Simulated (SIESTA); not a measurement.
The system is CoO.

```xyz
2
Lattice="0.0000 2.1315 2.1315 2.1315 0.0000 2.1315 2.1315 2.1315 0.0000" Properties=species:S:1:pos:R:3 pbc="T T T"
Co    0.0000    0.0000    0.0000
O     2.1315    2.1315    2.1315
```

Base run:

```yaml
Program: SIESTA 5.4.2
Functional: PBEsol
Potentials_or_basis: PseudoDojo 0.4 standard (PBEsol files)
Basis: DZP (energy shift 0.003 Ry; two zetas on semicore shells)
Grid_cutoff: 800 Ry
Energy_shift: 0.003 Ry
k_mesh: 11 × 11 × 11
Occupations: fermi-dirac, width 0.05 eV
Spin: collinear spin, zero start
Starting_moments: "[0.0, 0.0] μB"
```

Its results: band gap on the k mesh none (metal or under the smearing width); pressure -27.0 GPa; net moment 0.00 μB per cell.

**Question.** The run is repeated on the same cell with these changes: spin from collinear spin, zero start to collinear spin, ferromagnetic start; moments at the start from [0.0, 0.0] to [2.0, 0.0]. What comes out?

**Answer.** Band gap on the k mesh none (metal or under the smearing width); pressure -10.0 GPa; net moment 2.98 μB per cell; site moments Co +2.60; O +0.37 μB.

Caveats: short orbitals over semicore shells can move pressures by several GPa; the basis of atomic orbitals isn't converged, which shifts pressures, moduli and gaps; semilocal functionals often make such compounds metallic where correlation or magnetic order opens a gap, which also shifts bond lengths; a cell with one magnetic atom can't hold antiferromagnetic order, which such compounds often take (some runs).
